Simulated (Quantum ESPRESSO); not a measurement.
MgO:

```
CELL_PARAMETERS angstrom
0.00000 2.09700 2.09700
2.09700 0.00000 2.09700
2.09700 2.09700 0.00000
ATOMIC_POSITIONS crystal
Mg 0.00000 0.00000 0.00000
O 0.50000 0.50000 0.50000
```

The cell is a database's computed one.

Base run:

* Program: Quantum ESPRESSO 7.5
* Functional: revPBE
* Potentials or basis: SG15 PBE 1.2
* Cutoff: 1197 eV
* Density cutoff: 4789 eV
* k mesh: 11 × 11 × 11
* Occupations: fermi-dirac, width 0.05 eV
* Spin: no spin polarisation

Its results: band gap on the k mesh 5.05 eV, direct; pressure 11.7 GPa.

Question: After a change of settings the same cell gave: band gap on the k mesh 4.57 eV, direct; pressure -3.5 GPa. Which change was it?
A. functional from revPBE to AM05
B. functional from revPBE to rev-vdW-DF2
C. functional from revPBE to PBEsol
D. functional from revPBE to LDA

Answer: D.

LDA binds more tightly than revPBE, so the same cell stands under less pressure.

Caveats: the potentials were made for another functional, which shifts forces and pressure.
